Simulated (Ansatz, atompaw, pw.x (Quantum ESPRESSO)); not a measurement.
**Equation-of-state test of one PAW (atompaw) potential (gallium)**

atompaw 4.2.0.5 input, output lines left out:

```
Ga 31
GGA-PBESOL scalarrelativistic loggrid 1500 logderivrange -3 5 201
4 4 3 0 0 0
4 1 1
0 0 0
c
c
c
v
c
c
v
c
2
1.80 1.75 1.25 1.35
y
2.5
n
y
4.15
n
y
0.15
y
2.8
n
custom polynom2 7 10 vanderbiltortho gaussian
bessel
1.80
1.80
1.80
1.80
1.50
1.80
```

Atomic tests: cutoffs needed: 18 Ry and 18 Ry (the cutoffs (Ry, on a coarse ladder) from which the occupation-weighted sum of valence levels, in a spherical-Bessel basis at the reference potential, stays within 10 and 1 mRy of its value at 400 Ry); ghost test: ghost states, extra bound levels that the all-electron valence spectrum of the same l lacks: s at -1225.9 eV, p at -66.7 eV, d at -10.4 eV; a true bound ghost makes a file unfit for plane-wave use (spherical-Bessel basis up to 400 Ry, 20 bohr box); lowest eigenvalue of the overlap operator: 0.01 (s channel).

Crystal test: fcc Ga in pw.x 7.5, no spin, 14³ k-points, Fermi–Dirac smearing 0.01 Ry, cutoffs 40/400 Ry. The reference is all-electron LAPW (Ansatz 0.2.0) with the same functional, mesh and smearing; V0 and B0 come from Birch–Murnaghan fits to the pressures at five volumes. Errors are pseudo minus all-electron; Δ is the rms difference of the E(V) curves that follow from these fits, minima aligned, over ±6 % about the mean V0. Mesh and smearing are coarse, so the numbers serve the comparison and aren't converged zero-temperature values; the lattice is a test structure that the element need not adopt.

All-electron: a0 = 4.140 Å (V0 = 17.74 Å³/atom), B0 = 60.2 GPa.

Question: How far does the potential miss the all-electron equation of state?

Answer: converged, but broken (pressure over 100 GPa off). The pressure does not cross zero within the volumes sampled, so no fit is given. The pseudo pressure rises with volume over the whole range, a mechanical instability. Note: ghost states, extra bound levels that the all-electron valence spectrum of the same l lacks: s at -1225.9 eV, p at -66.7 eV, d at -10.4 eV. A true bound ghost makes a file unfit for plane-wave use. A pressure error of this size marks a broken potential; the numbers have no physical meaning.

| V (Å³/atom) | P all-electron (GPa) | P pseudo (GPa) |
| --- | --- | --- |
| 16.831 | 3.59 | -18259.54 |
| 17.274 | 1.70 | -17765.89 |
| 17.717 | 0.07 | -17257.52 |
| 18.160 | -1.33 | -16851.54 |
| 18.603 | -2.55 | -16352.14 |

Question: At the middle volume, how do free energy and pressure move when the wave cutoff is lowered (ecutrho held at 400 Ry)?

Answer:

```tsv
cutoff (Ry)	shift of F (meV/atom)	shift of P (GPa)
18	+3598763.3	-31136.07
24	+908883.7	-21510.63
32	+323842.2	+14837.62
```

The run at the middle volume (104 k-points, 14 iterations) took about 26 s on one core of a shared host (Intel(R) Xeon(R) Platinum 8259CL CPU @ 2.50GHz, 96 threads, 755 GiB, load 51).
